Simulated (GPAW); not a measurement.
# Ti3Pt (Pm-3n) in GPAW: further runs

Runs on Ti3Pt. Level: PBEsol. Tasks: relaxation of cell and atoms.

Everything below comes from runs of GPAW 26.7.0. Logs are shortened: lines on timing, memory, paths and dates and some standing lists are left out, and cuts for length are marked. The log counts tension as positive stress, the text compression.

## (1) Starting point

It takes space group Pm-3n (No. 223, cubic). Conventional cell: a = 5.030 Å, b = 5.030 Å, c = 5.030 Å, α = 90.00°, β = 90.00°, γ = 90.00°. Pt (site symmetry m-3) is surrounded by 12 Ti at 2.81 Å. Ti (site symmetry -4m2) has 2 Ti at 2.51 to 2.52 Å and 4 Pt at 2.81 Å as nearest neighbours.

## (2) Relaxation of cell and atoms, PBEsol, target pressure 20 GPa, at which the enthalpy is minimised

Contents of run.py:

```python
from ase import Atoms
from ase.filters import FrechetCellFilter
from ase.io import write
from ase.optimize import BFGS
from ase.units import GPa
from gpaw import GPAW, PW, setup_paths

setup_paths.insert(0, '.')

atoms = Atoms(['Pt', 'Pt', 'Ti', 'Ti', 'Ti', 'Ti', 'Ti', 'Ti'],
              cell=[[5.03, 0.0, 0.0],
                    [0.0, 5.03, 0.0],
                    [0.0, 0.0, 5.03]],
              scaled_positions=[[0.5, 0.5, 0.5],
                                [0.0, 0.0, 0.0],
                                [0.0, 0.5, 0.25],
                                [0.0, 0.5, 0.75],
                                [0.5, 0.25, 0.0],
                                [0.75, 0.0, 0.5],
                                [0.5, 0.75, 0.0],
                                [0.25, 0.0, 0.5]],
              pbc=True)

calc = GPAW(mode=PW(600),
            xc='PBEsol',
            kpts={'size': (4, 4, 4), 'gamma': True},
            occupations={'name': 'fermi-dirac', 'width': 0.05},
            nbands=89,
            convergence={'density': 1e-05, 'forces': 0.0001},
            maxiter=150,
            txt='gpaw.txt')
atoms.calc = calc
opt = BFGS(FrechetCellFilter(atoms, scalar_pressure=20 * GPa), trajectory='relax.traj', logfile='-')
done = opt.run(fmax=0.02, steps=60)
calc.write('gs.gpw')
write('result.traj', atoms)
print('Converged:', done)
print('Cell:', atoms.cell.cellpar().round(4))
print('Volume:', round(atoms.get_volume(), 4))
print(atoms.get_scaled_positions().round(5))
```

Potentials or basis: PAW data sets generated in the run's folder for this functional, pw.

Command:

```console
gpaw-setup -f PBEsol Pt Ti
OMP_NUM_THREADS=1 python run.py
```

gpaw.txt:

```text
__  _  _
 | _ |_)|_||  |
 |__||  | ||/\| - 26.7.0

Input parameters:
  mode=PW(ecut=600.0),
  convergence={'density': 1e-05, 'forces': 0.0001},
  kpts=MonkhorstPack(size=(4, 4, 4), gamma=True),
  maxiter=150,
  nbands=89,
  occupations=Occupations(name='fermi-dirac', width=0.05),
  xc=XC(name='PBEsol')

Diagonalizing LCAO Hamiltonian
Converting LCAO to pw mode
    .-----------.
   /|           |
  / |           |
 * Ti           |
 |  |           |
 |  |    Pt     |
 | TTi----Ti----.
 | /     Ti    /
 |/     Ti    /
 Pt----------*

Atoms  # Å, Bohr magnetons
|   | symbol |        x |        y |        z |    initial magnetic moments |
|---|--------|----------|----------|----------|-----------------------------|
| 0 |     Pt | 2.515000 | 2.515000 | 2.515000 | ( 0.0000,  0.0000,  0.0000) |
| 1 |     Pt | 0.000000 | 0.000000 | 0.000000 | ( 0.0000,  0.0000,  0.0000) |
| 2 |     Ti | 0.000000 | 2.515000 | 1.257500 | ( 0.0000,  0.0000,  0.0000) |
| 3 |     Ti | 0.000000 | 2.515000 | 3.772500 | ( 0.0000,  0.0000,  0.0000) |
| 4 |     Ti | 2.515000 | 1.257500 | 0.000000 | ( 0.0000,  0.0000,  0.0000) |
| 5 |     Ti | 3.772500 | 0.000000 | 2.515000 | ( 0.0000,  0.0000,  0.0000) |
| 6 |     Ti | 2.515000 | 3.772500 | 0.000000 | ( 0.0000,  0.0000,  0.0000) |
| 7 |     Ti | 1.257500 | 0.000000 | 2.515000 | ( 0.0000,  0.0000,  0.0000) |

Unit cell  # Å
| periodic |        x |        y |        z |  lengths |    angles |
|----------|----------|----------|----------|----------|-----------|
|      yes | 5.030000 | 0.000000 | 0.000000 | 5.030000 | 90.000000 |
|      yes | 0.000000 | 5.030000 | 0.000000 | 5.030000 | 90.000000 |
|      yes | 0.000000 | 0.000000 | 5.030000 | 5.030000 | 90.000000 |

Number of symmetries: 24
Symmetry operations  # r_c * U_cc + t_c -> r_c
|    | kind |            matrix            |
|----|------|------------------------------|
|  0 |  E   |  1, 0, 0,  0, 1, 0,  0, 0, 1 |
|  1 |  σ   |  1, 0, 0,  0, 1, 0,  0, 0,-1 |
|  2 |  σ   |  1, 0, 0,  0,-1, 0,  0, 0, 1 |
|  3 |  C2  |  1, 0, 0,  0,-1, 0,  0, 0,-1 |
|  4 |  C3  |  0, 1, 0,  0, 0, 1,  1, 0, 0 |
|  5 |  S6  |  0, 1, 0,  0, 0, 1, -1, 0, 0 |
|  6 |  S6  |  0, 1, 0,  0, 0,-1,  1, 0, 0 |
|  7 |  C3  |  0, 1, 0,  0, 0,-1, -1, 0, 0 |
|  8 |  C3  |  0, 0, 1,  1, 0, 0,  0, 1, 0 |
[... 150 lines left out ...]
SCF iterations
|iter     | |      energy | eigst |  dens |force |
|---------|-|-------------|-------|-------|------|
|iter:   1| |  -70.338076 | +0.34 |       |      |
|iter:   2| |  -67.026012 | -1.61 | -1.05 |      |
|iter:   3| |  -63.622396 | -1.33 | -1.14 |      |
[... 655 lines left out ...]
|    | kind |            matrix            |
|----|------|------------------------------|
|  0 |  E   |  1, 0, 0,  0, 1, 0,  0, 0, 1 |
|  1 |  σ   |  1, 0, 0,  0, 1, 0,  0, 0,-1 |
|  2 |  σ   |  1, 0, 0,  0,-1, 0,  0, 0, 1 |
|  3 |  C2  |  1, 0, 0,  0,-1, 0,  0, 0,-1 |
|  4 |  C3  |  0, 1, 0,  0, 0, 1,  1, 0, 0 |
|  5 |  S6  |  0, 1, 0,  0, 0, 1, -1, 0, 0 |
|  6 |  S6  |  0, 1, 0,  0, 0,-1,  1, 0, 0 |
|  7 |  C3  |  0, 1, 0,  0, 0,-1, -1, 0, 0 |
|  8 |  C3  |  0, 0, 1,  1, 0, 0,  0, 1, 0 |
[... 150 lines left out ...]
SCF iterations
|iter     | |      energy | eigst |  dens |force |
|---------|-|-------------|-------|-------|------|
|iter:   1| |  -62.583328 | -0.42 |       |      |
|iter:   2| |  -62.467080 | -1.96 | -1.60 |      |
|iter:   3| |  -62.156899 | -2.11 | -1.67 |      |
|iter:   4| |  -62.144470 | -2.82 | -2.20 |      |
|iter:   5| |  -62.151163c| -3.64 | -2.72 |      |
|iter:   6| |  -62.151899c| -4.22 | -3.34 |      |
|iter:   7| |  -62.151840c| -5.16 | -3.63 |      |
|iter:   8| |  -62.151843c| -5.42 | -3.88 |      |
|iter:   9| |  -62.151847c| -6.40 | -4.16 |      |
|iter:  10| |  -62.151849c| -6.54 | -4.68 |      |
|iter:  11| |  -62.151850c| -7.50c| -5.22c|      |
|iter:  12| |  -62.151849c| -7.78c| -5.79c|-3.97 |
|iter:  13| |  -62.151849c| -7.93c| -6.21c|-4.18c|

Converged in 13 steps
Energy contributions relative to reference atoms: (reference = -1139657.667889)

Energy contributions:
  Kinetic:          63.453859
  Coulomb:         -55.610318
  Zero:             -0.774212
  External:          0.000000
  Xc:              -69.186231
  Entropy:          -0.069893
  Spinorbit:         0.000000
  ----------------------------
  Free energy:     -62.186796
  Extrapolated:    -62.151849
[... 58 lines left out ...]
       Pt     Ti

Atoms  # Å, Bohr magnetons
|   | symbol |        x |        y |         z |    initial magnetic moments |
|---|--------|----------|----------|-----------|-----------------------------|
| 0 |     Pt | 2.412911 | 2.412911 |  2.412911 | ( 0.0000,  0.0000,  0.0000) |
| 1 |     Pt | 0.000000 | 0.000000 | -0.000000 | ( 0.0000,  0.0000,  0.0000) |
| 2 |     Ti | 0.000000 | 2.412911 |  1.206457 | ( 0.0000,  0.0000,  0.0000) |
| 3 |     Ti | 0.000000 | 2.412911 |  3.619366 | ( 0.0000,  0.0000,  0.0000) |
| 4 |     Ti | 2.412911 | 1.206457 |  0.000000 | ( 0.0000,  0.0000,  0.0000) |
| 5 |     Ti | 3.619366 | 0.000000 |  2.412911 | ( 0.0000,  0.0000,  0.0000) |
| 6 |     Ti | 2.412911 | 3.619366 |  0.000000 | ( 0.0000,  0.0000,  0.0000) |
| 7 |     Ti | 1.206457 | 0.000000 |  2.412911 | ( 0.0000,  0.0000,  0.0000) |

Unit cell  # Å
| periodic |        x |        y |         z |  lengths |    angles |
|----------|----------|----------|-----------|----------|-----------|
|      yes | 4.825823 | 0.000000 | -0.000000 | 4.825823 | 90.000000 |
|      yes | 0.000000 | 4.825823 |  0.000000 | 4.825823 | 90.000000 |
|      yes | 0.000000 | 0.000000 |  4.825823 | 4.825823 | 90.000000 |

Number of symmetries: 24
Symmetry operations  # r_c * U_cc + t_c -> r_c
|    | kind |            matrix            |
|----|------|------------------------------|
|  0 |  E   |  1, 0, 0,  0, 1, 0,  0, 0, 1 |
|  1 |  σ   |  1, 0, 0,  0, 1, 0,  0, 0,-1 |
|  2 |  σ   |  1, 0, 0,  0,-1, 0,  0, 0, 1 |
|  3 |  C2  |  1, 0, 0,  0,-1, 0,  0, 0,-1 |
|  4 |  C3  |  0, 1, 0,  0, 0, 1,  1, 0, 0 |
|  5 |  S6  |  0, 1, 0,  0, 0, 1, -1, 0, 0 |
|  6 |  S6  |  0, 1, 0,  0, 0,-1,  1, 0, 0 |
|  7 |  C3  |  0, 1, 0,  0, 0,-1, -1, 0, 0 |
|  8 |  C3  |  0, 0, 1,  1, 0, 0,  0, 1, 0 |
[... 150 lines left out ...]
SCF iterations
|iter     | |      energy | eigst |  dens |force |
|---------|-|-------------|-------|-------|------|
|iter:   1| |  -62.215350 | -2.09 |       |      |
|iter:   2| |  -62.214385 | -3.62 | -2.60 |      |
|iter:   3| |  -62.211651c| -4.05 | -2.67 |      |
|iter:   4| |  -62.211702c| -4.93 | -3.26 |      |
|iter:   5| |  -62.211765c| -5.93 | -3.69 |      |
|iter:   6| |  -62.211791c| -5.76 | -3.91 |      |
|iter:   7| |  -62.211795c| -6.95 | -4.72 |      |
|iter:   8| |  -62.211795c| -7.66c| -4.98 |      |
|iter:   9| |  -62.211794c| -7.60c| -5.10c|      |
|iter:  10| |  -62.211794c| -7.89c| -5.72c|-4.62c|

Converged in 10 steps
Energy contributions relative to reference atoms: (reference = -1139657.667889)
[... 50 lines left out ...]
Forces  # eV/Ang
|        x |        y |        z |
|----------|----------|----------|
|  0.00000 |  0.00000 | -0.00000 |  # Pt   0
|  0.00000 |  0.00000 |  0.00000 |  # Pt   1
|  0.00000 |  0.00000 | -0.00006 |  # Ti   2
|  0.00000 | -0.00000 |  0.00006 |  # Ti   3
|  0.00000 | -0.00006 | -0.00000 |  # Ti   4
|  0.00006 |  0.00000 |  0.00000 |  # Ti   5
|  0.00000 |  0.00006 |  0.00000 |  # Ti   6
| -0.00006 |  0.00000 |  0.00000 |  # Ti   7

# Writing to gs.gpw (mode='')
```

It took 9 min on 1 thread of Arm Neoverse V1, shared host; peak memory 0.42 GiB.

Results:

| Property | Result |
| --- | --- |
| Free energy | -62.2469 eV |
| Relaxed volume | 14.05 Å³/atom |
| Relaxed cell | a = 4.826 Å, b = 4.826 Å, c = 4.826 Å, α = 90.00°, β = 90.00°, γ = 90.00° |
| Space group after relaxing (to 0.05 Å) | Pm-3n (No. 223) |
| Energy change on relaxing (the enthalpy is what falls) | +81.0 meV/atom |
| Ionic steps | 5 |
| Pressure after relaxing | 20.0 GPa |
| Band gap on the k mesh | none (metal or under the smearing width) |

The path:
| step | energy change (eV) | largest force (eV/Å) | pressure (GPa) | volume (Å³) |
| --- | --- | --- | --- | --- |
| 1 | 0.0000 | 0.0000 | -4.85 | 127.26 |
| 2 | -0.0315 | 0.0000 | -2.78 | 125.59 |
| 3 | 0.2278 | 0.0000 | 11.44 | 116.52 |
| 4 | 0.7080 | 0.0000 | 20.99 | 111.94 |
| 5 | 0.6481 | 0.0001 | 19.97 | 112.39 |

Final structure:
```
Pt Ti
1.0
     4.82582    0.00000    0.00000
     0.00000    4.82582    0.00000
     0.00000    0.00000    4.82582
Pt Ti
2 6
Direct
  0.50000 0.50000 0.50000
  0.00000 0.00000 0.00000
  0.00000 0.50000 0.25000
  0.00000 0.50000 0.75000
  0.50000 0.25000 0.00000
  0.75000 0.00000 0.50000
  0.50000 0.75000 0.00000
  0.25000 0.00000 0.50000
```

Caveat: later steps reuse the first step's grids.

## (3) Relaxation of cell and atoms, PBEsol, target pressure 30 GPa, at which the enthalpy is minimised

Edit run.py of step 2 so:

```diff
@@ -32,3 +32,3 @@
 atoms.calc = calc
-opt = BFGS(FrechetCellFilter(atoms, scalar_pressure=20 * GPa), trajectory='relax.traj', logfile='-')
+opt = BFGS(FrechetCellFilter(atoms, scalar_pressure=30 * GPa), trajectory='relax.traj', logfile='-')
 done = opt.run(fmax=0.02, steps=60)
```

Potentials or basis: PAW data sets generated in the run's folder for this functional, pw.

Command:

```console
gpaw-setup -f PBEsol Pt Ti
OMP_NUM_THREADS=1 python run.py
```

Run time: 9.1 min. Hardware: 1 thread of Arm Neoverse V1, shared host; peak memory 0.42 GiB.

The run converged. Its results:

```yaml
Free_energy: -61.6001 eV
Relaxed_volume: 13.54 Å³/atom
Relaxed_cell: a = 4.767 Å, b = 4.767 Å, c = 4.767 Å, α = 90.00°, β = 90.00°, γ = 90.00°
Space_group_after_relaxing_to_0.05_Å: Pm-3n (No. 223)
Energy_change_on_relaxing_the_enthalpy_is_what_falls: +161.6 meV/atom
Ionic_steps: 5
Pressure_after_relaxing: 29.9 GPa
Band_gap_on_the_k_mesh: none (metal or under the smearing width)
```

Step by step:
| step | energy change (eV) | largest force (eV/Å) | pressure (GPa) | volume (Å³) |
| --- | --- | --- | --- | --- |
| 1 | 0.0000 | 0.0000 | -4.85 | 127.26 |
| 2 | -0.0394 | 0.0000 | -1.91 | 124.93 |
| 3 | 0.2761 | 0.0000 | 12.62 | 115.90 |
| 4 | 1.4575 | 0.0001 | 32.13 | 107.52 |
| 5 | 1.2931 | 0.0000 | 29.88 | 108.35 |

Final structure:
```yaml
crystal:
  lattice:
    - [4.76735, 0.00000, 0.00000]
    - [0.00000, 4.76735, 0.00000]
    - [0.00000, 0.00000, 4.76735]
  atoms:
    - { symbol: Pt, position: [0.50000, 0.50000, 0.50000] }
    - { symbol: Pt, position: [0.00000, 0.00000, 0.00000] }
    - { symbol: Ti, position: [0.00000, 0.50000, 0.25000] }
    - { symbol: Ti, position: [0.00000, 0.50000, 0.75000] }
    - { symbol: Ti, position: [0.50000, 0.25000, 0.00000] }
    - { symbol: Ti, position: [0.75000, 0.00000, 0.50000] }
    - { symbol: Ti, position: [0.50000, 0.75000, 0.00000] }
    - { symbol: Ti, position: [0.25000, 0.00000, 0.50000] }
```

Levels at points of the mesh, in eV from the Fermi level:
```csv
k point,band 48,band 49,band 50,band 51,band 52,band 53,band 54,band 55,band 56,band 57
"(0.00, 0.00, 0.00)",-1.15,-1.05,-0.69,-0.69,-0.69,-0.63,-0.36,-0.36,1.29,1.29
"(0.50, 0.00, 0.00)",-1.17,-0.72,-0.72,0.27,0.27,0.37,0.37,0.91,0.91,1.16
"(0.50, 0.50, 0.00)",-0.42,-0.42,-0.33,-0.19,0.26,0.26,1.01,1.01,1.34,2.04
"(0.50, 0.50, 0.50)",-1.10,0.00,0.00,0.00,0.00,0.00,0.00,1.99,1.99,1.99
```

Caveat: later steps reuse the first step's grids. Spin-orbit coupling is left out, which matters for the levels of Pt.
